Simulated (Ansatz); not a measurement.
**Is this LiH2 stable against decomposition?**

Method: DFT PBE, scalar-relativistic, plane waves, PAW in Ansatz. Settings: cutoff 420 eV, Γ-centred meshes spaced at most about 0.3 Å⁻¹, and about 0.25 Å⁻¹ or finer for metals (2π included), Gaussian smearing. No spin polarisation.

Formation energies are uncorrected and refer to the elements' standard structures at the same level (H₂ as a molecule).

These are static total energies at zero pressure. With hydrogen, zero-point motion can shift formation energies by some tens of meV/atom.

The competitors are the elements and 1 reference phase of this chemical system (from databases or known types: LiH), relaxed at the same level; other known phases may be missing.

The candidate was reached from: random cell.

```
CELL_PARAMETERS angstrom
0.00000 2.70106 5.12842
1.47504 0.00000 5.12842
1.47504 2.70106 0.00000
ATOMIC_POSITIONS crystal
Li 0.50000 0.50000 0.50000
Li 0.75000 0.75000 0.75000
H 0.62500 0.12500 0.12500
H 0.12500 0.12500 0.12500
H 0.12500 0.12500 0.62500
H 0.12500 0.62500 0.12500
```

The lowest competing mixture at this composition:

```json
{"phase": "H₂ gas", "space group": "-", "source": "element", "share of atoms": "0.3333", "ΔE_f (eV/atom)": "0.000"}
{"phase": "LiH", "space group": "Fm-3m (No. 225)", "source": "textbook type", "share of atoms": "0.6667", "ΔE_f (eV/atom)": "-0.417"}
```

**Question.** What are the hull's energy here, the candidate's formation energy and its margin?

**Answer.** The hull lies at -0.278 eV/atom, the weighted sum of the last column. The candidate has 0.202 eV/atom, which is 0.48 eV/atom above it. The candidate matches no cell in the subsets of the Crystallography Open Database and the Materials Project at hand. Such a cell could exist only far from equilibrium.
